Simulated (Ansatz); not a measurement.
# Cr: relaxation of cell and atoms with PBE+D4

Cr:

```xyz
1
Lattice="-0.0174 1.8156 1.8107 1.8310 -0.0170 1.8103 1.8559 1.8401 -0.0419" Properties=species:S:1:pos:R:3 pbc="T T T"
Cr    0.0000    0.0000    0.0000
```

This isn't the form of Cr at room conditions, which is bcc.

The cell isn't the ideal one: cell sheared at random, sigma 0.01, atoms nudged by 0.01 Å.

| Item | Value |
| --- | --- |
| Program | Ansatz 0.2.0 |
| Task | relaxation of cell and atoms |
| Functional | PBE |
| Dispersion | D4 |
| Potentials or basis | Ansatz PAW |
| Cutoff | 420 eV (not typed: the program's choice for these potentials) |
| k mesh | 12 × 12 × 12 |
| Occupations | fermi-dirac, width 0.05 eV |
| Spin | collinear spin, ferromagnetic start |
| Starting moments | [3.0] μB |

```yaml
Relaxed_volume: 11.27 Å³/atom
Relaxed_cell: a = 2.447 Å, b = 2.447 Å, c = 2.825 Å, α = 54.73°, β = 54.74°, γ = 70.53°
Space_group_after_relaxing_to_0.05_Å: Im-3m (No. 229)
Energy_gained_by_relaxing: 441.6 meV/atom
Ionic_steps: 14
Pressure_after_relaxing: 0.0 GPa
Band_gap_on_the_k_mesh: none (metal or under the smearing width)
Net_moment: 0.00 μB per cell
Absolute_moment: 0.00 μB per cell
```

The path:
```
step  energy change (eV)  largest force (eV/Å)  volume (Å³)
   1              0.0000                0.0000        12.46
   2             -0.0462                0.0000        11.67
   3             -0.0560                0.0000        11.54
   4             -0.0782                0.0000        11.51
   5             -0.1529                0.0000        11.52
   6             -0.2567                0.0000        11.35
   7             -0.3820                0.0000        11.24
   8             -0.4325                0.0000        11.17
   9             -0.4385                0.0000        11.20
  10             -0.4386                0.0000        11.25
  11             -0.4386                0.0000        11.25
  12             -0.4415                0.0000        11.25
  13             -0.4416                0.0000        11.27
  14             -0.4416                0.0000        11.27
```

Final structure:
```
Cr
1.0
    -0.00275    1.99489    1.41643
     1.99501   -0.00270    1.41649
     1.99779    1.99763    0.00786
Cr
1
Direct
  0.00000 0.00000 0.00000
```

Levels at points of the mesh, in eV from the Fermi level:
Spin up:
```csv
k point,band 3,band 4,band 5,band 6,band 7,band 8,band 9,band 10,band 11,band 12
"(0.00, 0.00, 0.00)",-42.61,-42.61,-7.98,-0.92,-0.92,-0.92,1.21,1.21,22.47,22.48
"(0.00, 0.00, -0.50)",-42.92,-42.62,-4.57,-2.53,1.15,1.22,1.57,2.99,10.21,17.25
"(0.00, -0.50, 0.00)",-42.92,-42.62,-4.57,-2.53,1.15,1.22,1.58,2.99,10.21,17.25
"(0.00, -0.50, -0.50)",-42.92,-42.62,-4.57,-2.53,1.15,1.22,1.58,2.99,10.21,17.25
"(-0.50, 0.00, 0.00)",-42.92,-42.62,-4.57,-2.53,1.15,1.22,1.58,2.99,10.21,17.25
"(-0.50, 0.00, -0.50)",-42.92,-42.62,-4.57,-2.53,1.15,1.22,1.57,2.99,10.21,17.25
"(-0.50, -0.50, 0.00)",-43.29,-43.29,-4.47,-4.47,2.58,2.58,2.58,10.80,10.80,10.80
"(-0.50, -0.50, -0.50)",-42.92,-42.62,-4.57,-2.53,1.15,1.22,1.58,2.99,10.21,17.25
```
Spin down:
| k point | band 4 | band 5 | band 6 | band 7 | band 8 | band 9 | band 10 | band 11 |
| --- | --- | --- | --- | --- | --- | --- | --- | --- |
| (0.00, 0.00, 0.00) | -42.61 | -7.98 | -0.92 | -0.92 | -0.92 | 1.21 | 1.21 | 22.47 |
| (0.00, 0.00, -0.50) | -42.62 | -4.57 | -2.53 | 1.15 | 1.22 | 1.57 | 2.99 | 10.21 |
| (0.00, -0.50, 0.00) | -42.62 | -4.57 | -2.53 | 1.15 | 1.22 | 1.58 | 2.99 | 10.21 |
| (0.00, -0.50, -0.50) | -42.62 | -4.57 | -2.53 | 1.15 | 1.22 | 1.58 | 2.99 | 10.21 |
| (-0.50, 0.00, 0.00) | -42.62 | -4.57 | -2.53 | 1.15 | 1.22 | 1.58 | 2.99 | 10.21 |
| (-0.50, 0.00, -0.50) | -42.62 | -4.57 | -2.53 | 1.15 | 1.22 | 1.57 | 2.99 | 10.21 |
| (-0.50, -0.50, 0.00) | -43.29 | -4.47 | -4.47 | 2.58 | 2.58 | 2.58 | 10.80 | 10.80 |
| (-0.50, -0.50, -0.50) | -42.62 | -4.57 | -2.53 | 1.15 | 1.22 | 1.58 | 2.99 | 10.21 |

Run time: 100 s on 2 threads of Intel(R) Xeon(R) 6975P-C (Granite Rapids) (shared host), peak memory 0.65 GiB.

Caveat: the starting moments collapsed, and a magnetic state may lie lower; the plane-wave basis is chosen anew once the cell has moved, so the energies of steps on either side of that aren't comparable; pairwise dispersion overbinds metals, which lowers pressure and volume; the starting moments weren't kept.
